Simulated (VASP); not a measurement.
Data:

```
CELL_PARAMETERS angstrom
      0.00000     2.49457     2.49457
      2.49457     0.00000     2.49457
      2.49457     2.49457     0.00000
ATOMIC_POSITIONS crystal
  In 0.00000 0.00000 0.00000
  N  0.25000 0.25000 0.25000
```

Calculation: PBEsol GGA, VASP's PBE PAW potentials (set 64) (plane waves; VASP). Settings: 600 eV cut-off, 12×12×12 Γ-centred mesh, first-order Methfessel-Paxton smearing of 0.10 eV, potentials In_d N.

Energy and stress use the plane-wave basis of the starting cell.

**Question.** The ions, cell shape and volume at an external pressure of 10.0 GPa are relaxed. Which structure does the run end with?

**Answer.** 
```
CELL_PARAMETERS angstrom
      0.00000     2.44147     2.44147
      2.44147     0.00000     2.44147
      2.44147     2.44147     0.00000
ATOMIC_POSITIONS crystal
  In 0.00000 0.00000 0.00000
  N  0.25000 0.25000 0.25000
```
Space group F-43m (216), at a tolerance of 0.03 Å.

**Question.** How do energy and volume change from the first to the last step?

**Answer.** The energy (σ→0) changes by +28.3 meV/atom and the volume by -6.3 %, in 4 ionic steps.

The compound is InN in the zinc blende structure, a metastable form; wurtzite is the usual one. This run relaxes it under an external pressure of 10 GPa. Symmetry was kept, so distortions that lower it aren't found.
